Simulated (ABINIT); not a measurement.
Runs of ABINIT 10.8.3 (patched build) on Pd. It takes space group Fm-3m (No. 225, cubic). Conventional cell: a = 3.893 Å, b = 3.893 Å, c = 3.893 Å, α = 90.00°, β = 90.00°, γ = 90.00°. Pd (site symmetry m-3m) is surrounded by 12 Pd at 2.75 Å. 

```tsv
task	level	potentials or basis	k mesh	cutoff (eV)	fine-grid cutoff	mesh quality	gap on the mesh (eV)	pressure (GPa)
band structure	LDA-Teter	JTH PAW LDA v2.0	12 × 12 × 12	626	1224.51 eV	not flagged	none	-8.7
band structure	SOGGA	PseudoDojo NC SR PBEsol v0.4.1 standard	12 × 12 × 12	1116	-	not flagged	none	-5.6
single point	LDA	JTH PAW LDA v2.0	7 × 7 × 7	626	1224.51 eV	coarse	none	-7.9
single point	PBE	JTH PAW PBE v2.0	12 × 12 × 12	599	1197.3 eV	not flagged	none	(a)
```

Alike in all rows: no spin polarisation; cell as given; smearing fermi-dirac 0.05 eV.

Task: Fill in the values left out.

Result: (a) 6.8.

Caveats: some runs use coarse meshes; the potentials were made for another functional, which shifts forces and pressure (some runs).

A k mesh can miss the band edges, and the runs leave out spin-orbit coupling on Pd.

A gap of «none» marks a metal or a gap under the smearing width.

Not every run made on this cell is shown here.
